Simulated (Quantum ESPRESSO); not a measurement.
Tl under changes of volume

One of the cells (30.005 Å³/atom); the others are scaled copies at fixed shape and fractional positions:

```
CELL_PARAMETERS angstrom
0.00000 2.46634 2.46634
2.46634 0.00000 2.46634
2.46634 2.46634 0.00000
ATOMIC_POSITIONS crystal
Tl 0.00000 0.00000 0.00000
```

This isn't the form of Tl at room conditions, which is hcp.

* Program: Quantum ESPRESSO 7.5
* Functional: PBE
* Potentials or basis: SSSP 1.3 efficiency PBE
* Cutoff: 748 eV
* Density cutoff: 5987 eV
* k mesh: 9 × 9 × 9
* Occupations: fermi-dirac, width 0.05 eV
* Spin: no spin polarisation

| volume (Å³/atom) | energy over the lowest point (meV/atom) | pressure (GPa) |
| --- | --- | --- |
| 28.204 | 31.29 | 3.3 |
| 28.805 | 19.20 | 2.4 |
| 29.405 | 10.45 | 1.5 |
| 30.005 | 4.52 | 0.8 |
| 30.605 | 1.13 | 0.2 |
| 31.205 | 0.00 | -0.4 |
| 31.805 | ? | ? |

Q: What does the run at 31.805 Å³/atom give?

A: Energy over the lowest point 0.85 meV/atom; pressure -0.8 GPa.

Worked out: A Birch-Murnaghan fit of order 3 (a polynomial in V^(-2/3)) to the other rows has its minimum at 31.24 Å³/atom, just outside them, with B0 = V·E''(V) = 27 GPa and B' = 5.6. It gives 0.82 meV/atom at 31.805 Å³/atom, against the run's 0.85, and -dE/dV = -0.5 GPa, against -0.8.

Energies are extrapolated to zero smearing.
